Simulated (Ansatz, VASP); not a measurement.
## NbH: VASP beside Ansatz

```
Nb H
1.0
    -1.60696    1.60696    1.98430
     1.60696   -1.60696    1.98430
     1.60696    1.60696   -1.98430
Nb H
1 1
Direct
  0.00000 0.00000 0.00000
  0.50000 0.50000 0.00000
```

The cell comes from a database or a generator and needn't be the stable form of this composition.

Alike in both runs: task single point; functional LDA; k mesh 22 × 22 × 22; occupations gaussian, width 0.15 eV; no spin polarisation.

```csv
,VASP,Ansatz
version,VASP 6.6.1,Ansatz 0.2.0
potentials or method,"VASP PAW LDA potentials, release 64 (Nb_sv, H)","scalar-relativistic, plane waves, PAW"
plane-wave cutoff (eV),520,420
valence electrons in the cell,14,14
```

```csv
,VASP,Ansatz,Ansatz less VASP
gap on the k mesh at the Fermi level (eV),none,none,-
pressure (GPa),-11.1,-10.9,+0.16
largest component of the traceless stress (GPa),0.56,0.58,+0.014
```

A gap of «none» marks a metal or a gap that the smearing closes.
